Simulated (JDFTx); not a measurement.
## KCl (Sylvite) under changes of volume

One of the cells (31.151 Å³/atom); the others are scaled copies at fixed shape and fractional positions:

```xyz
2
Lattice="0.0000 3.1465 3.1465 3.1465 0.0000 3.1465 3.1465 3.1465 0.0000" Properties=species:S:1:pos:R:3 pbc="T T T"
K     0.0000    0.0000    0.0000
Cl    3.1465    3.1465    3.1465
```

```yaml
Program: JDFTx 1.7.0 (patched build)
Functional: PBEsol
Potentials_or_basis: PseudoDojo-SR-PBEsol-0.4.1-standard with smoothed tails
Cutoff: 1007 eV
Density_cutoff: 8055 eV
k_mesh: 7 × 7 × 7
Occupations: fermi-dirac, width 0.05 eV
Spin: no spin polarisation
```

```tsv
volume (Å³/atom)	energy over the lowest point (meV/atom)	pressure (GPa)	gap on the mesh (eV)
29.282	?	?	?
29.905	0.46	0.3	5.16
30.528	0.00	-0.1	5.09
31.151	0.97	-0.4	5.03
31.774	3.22	-0.7	4.97
32.397	6.59	-1.0	4.91
33.020	10.95	-1.2	4.85
```

Q: What does the run at 29.282 Å³/atom give?

A: Energy over the lowest point 2.55 meV/atom; pressure 0.8 GPa; gap on the mesh 5.23 eV.

Worked out: A Birch-Murnaghan fit of order 3 (a polynomial in V^(-2/3)) to the other rows has its minimum at 30.41 Å³/atom with B0 = V·E''(V) = 18.5 GPa and B' = 5.0. It gives 2.55 meV/atom at 29.282 Å³/atom, against the run's 2.55, and -dE/dV = 0.8 GPa, against 0.8. A straight line through the other rows of the gap, of slope -3.1 eV per unit of ln V (its deformation potential), extrapolates to 5.22 eV, against the run's 5.23.

Caveats: an odd mesh through Γ misses points on the zone boundary, where band edges often lie (some runs).
